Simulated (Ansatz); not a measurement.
## RbBr (zincblende): gap against strain (uniaxial along [111], other directions held)

RbBr (zincblende), relaxed with r2SCAN in the plane-wave code Ansatz, then strained (uniaxial along [111], other directions held; changes of length per length, axes as in the cell below) with the atoms relaxed again within the symmetry that is left. The symmetry is F-43m (No. 216, cubic); a = 7.739 Å in the conventional setting, 57.94 Å³ an atom. Rb is surrounded by 4 Br at 3.35 Å; Br is surrounded by 4 Rb at 3.35 Å. These are computed values for a spin-unpolarised cell that may be hypothetical; none is a measurement.

```
Rb Br
1.0
     0.00000    3.86950    3.86950
     3.86950    0.00000    3.86950
     3.86950    3.86950    0.00000
Rb Br
1 1
Direct
  0.00000 0.00000 0.00000
  0.25000 0.25000 0.25000
```

Gaps are the least over each mesh (PBE 6×6×6, r2SCAN 6×6×6, HSE06 4×4×4 when unstrained) and the special points, which keep their unstrained names; stress is the change from the unstrained cell, compression positive.

| strain (%) | gap, PBE (eV) | gap, r2SCAN (eV) | gap, HSE06 (eV) | edges, HSE06 | stress along the strain, r2SCAN (GPa) | energy rise, r2SCAN (meV/atom) |
| --- | --- | --- | --- | --- | --- | --- |
| -5.31 | 4.126 | 4.684 | – | – | +0.49 | 5.3 |
| 0.0 | 4.075 | 4.649 | 5.172 | X → Γ | 0.00 | 0.0 |
| +3.13 | 4.019 | 4.603 | 5.112 | X → Γ | -0.34 | 1.9 |
| +3.27 | 4.016 | 4.601 | 5.109 | X → Γ | -0.36 | 2.1 |
| +5.11 | 3.981 | 4.572 | 5.072 | X → Γ | -0.58 | 5.2 |

Spin-orbit coupling is left out.

The meshes of the hybrids are coarse, so their gaps aren't converged to the digits shown.
